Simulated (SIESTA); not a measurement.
Crystal: Ti.

```
CELL_PARAMETERS angstrom
2.95000 0.00000 0.00000
-1.47500 2.55477 0.00000
0.00000 0.00000 4.68000
ATOMIC_POSITIONS crystal
Ti 0.66667 0.33333 0.75000
Ti 0.33333 0.66667 0.25000
```

Program: SIESTA 5.4.2. Alike in all runs: no spin polarisation; cell as given; k mesh 10 × 10 × 6; smearing fermi-dirac 0.05 eV; grid cutoff 800 Ry; energy shift 0.003 Ry.

Task: Order these runs on this cell by their pressure, lowest first.
A. level LDA; potentials or basis PseudoDojo 0.4 standard (LDA files), DZP (energy shift 0.003 Ry; two zetas on semicore shells)
B. level PBE; potentials or basis PseudoDojo 0.4 standard (PBE files), DZP (energy shift 0.003 Ry; two zetas on semicore shells)
C. level PBEsol; potentials or basis PseudoDojo 0.4 standard (PBEsol files), DZP (energy shift 0.003 Ry; two zetas on semicore shells)

Result: A (-9.5 GPa), C (-5.5 GPa), B (-1.3 GPa).

Caveats: the basis of atomic orbitals isn't converged, which shifts pressures, moduli and gaps.
